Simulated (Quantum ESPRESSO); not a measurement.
**NaI: phonons with LDA**

**The experiment to reproduce.**

A printed reference work, monograph reports, for a bulk crystal of NaI: high-frequency dielectric constant 3.01.

NaI:

```
I Na
1.0
     0.00000    3.23640    3.23640
     3.23640    0.00000    3.23640
     3.23640    3.23640    0.00000
I Na
1 1
Direct
  0.50000 0.50000 0.50000
  0.00000 0.00000 0.00000
```

```yaml
Program: Quantum ESPRESSO 7.5
Task: phonons
Functional: LDA
Potentials_or_basis: PseudoDojo 0.4.1 SR LDA standard
Cutoff: 1197 eV
Density_cutoff: 4789 eV
k_mesh: 4 × 4 × 4, shifted
Occupations: fermi-dirac, width 0.05 eV
Spin: no spin polarisation
Form_of_the_LDA_correlation: PW92
Mixing_beta: 0.5
Most_SCF_iterations: 120
SCF_threshold: 4e-10 Ry
```

* Relaxed volume: 30.70 Å³/atom
* Relaxed cell: a = 4.428 Å, b = 4.428 Å, c = 4.428 Å, α = 60.00°, β = 60.00°, γ = 60.00°
* Space group after relaxing (to 0.05 Å): Fm-3m (No. 225)
* Pressure after relaxing: 0.0 GPa
* Electronic dielectric tensor (diagonal): 3.64
* Born charges (mean of the diagonal): I -1.17; Na +1.17 e
* Highest phonon frequency at Γ, LO-TO splitting left out: 131 cm⁻¹
* Static dielectric tensor (diagonal): 6.93

The path:
| step | energy change (eV) | largest force (eV/Å) | pressure (GPa) | volume (Å³) |
| --- | --- | --- | --- | --- |
| 1 | 0.0000 | 0.0000 | -1.62 | 67.80 |
| 2 | -0.0055 | 0.0000 | -1.51 | 67.24 |
| 3 | -0.0129 | 0.0000 | -1.35 | 66.41 |
| 4 | -0.0222 | 0.0000 | -1.07 | 65.18 |
| 5 | -0.0318 | 0.0000 | -0.60 | 63.36 |
| 6 | -0.0356 | 0.0000 | 0.08 | 61.15 |
| 7 | -0.0356 | 0.0000 | -0.01 | 61.41 |
| 8 | -0.0356 | 0.0000 | 0.00 | 61.40 |

Final structure:
```
I Na
1.0
     0.00000    3.13115    3.13115
     3.13115    0.00000    3.13115
     3.13115    3.13115    0.00000
I Na
1 1
Direct
  0.50000 0.50000 0.50000
  0.00000 0.00000 0.00000
```

Levels at points of the mesh, in eV from the valence-band top:
```csv
k point,band 6,band 7,band 8,band 9,band 10,band 11
"(0.12, 0.12, 0.12)",-0.51,0.00,0.00,4.26,7.52,8.08
```

Phonon frequencies in cm⁻¹ (negative: imaginary):
```
              q point        frequencies
(0.000, 0.000, 0.000)  4 4 4 131 131 131
```

Electronic dielectric tensor:
```
3.64 0.00 0.00
0.00 3.64 0.00
0.00 0.00 3.64
```

Born effective charge tensors (e):
atom 1, I
```
-1.17  0.00  0.00
 0.00 -1.17  0.00
 0.00  0.00 -1.17
```
atom 2, Na
```
1.17 0.00 0.00
0.00 1.17 0.00
0.00 0.00 1.17
```

Optical modes at Γ, degenerate ones joined, polar ones without the macroscopic field:
```csv
cm⁻¹,components,symmetry,active in,"IR intensity, summed ((D/Å)²/amu)"
130,3,T1u,IR,4.85
```

Zone-centre frequencies without and with the macroscopic field along z (cm⁻¹):
```
                optical modes in rising order
       without                    130 130 130
with the field                    130 130 180
```

Static dielectric tensor, electrons and zone-centre modes:
```
6.93 0.00 0.00
0.00 6.93 0.00
0.00 0.00 6.93
```

It took 80 s on 4 MPI ranks on AMD EPYC 7R32 (Zen 2), with other jobs on the host, peak memory 0.36 GiB a rank.

Against the measured high-frequency dielectric constant of NaI, 3.01 (a printed reference work, monograph), the calculated 3.64 is off by +20.8 %.

The run has no spin-orbit coupling, so splittings on I are missing.
